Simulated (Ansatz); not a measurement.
BaSnO3 (cubic perovskite), relaxed with PBE (Ansatz, an electronic-structure program, plane waves, PAW): a = b = c = 4.176 Å, α = β = γ = 90.00°.

| Quantity | Value |
|---|---|
| gap (eV) | 0.48 |
| B₀ by P(V) fit (GPa) | 134 |

The same phase is relaxed and computed with HSE06 in the same code. What are the cell and these values now?

a = b = c = 4.121 Å, α = β = γ = 90.00°.

- gap (eV): 2.61
- B₀ by P(V) fit (GPa): 159

All cells were relaxed under the symmetry of their starts (and spin orders); stability against distortions was not tested throughout. Scalar-relativistic: spin–orbit coupling is off unless named, which matters more the heavier the elements.

Potentials: the later of the program's two PAW sets.

Ansatz is a plane-wave DFT program.
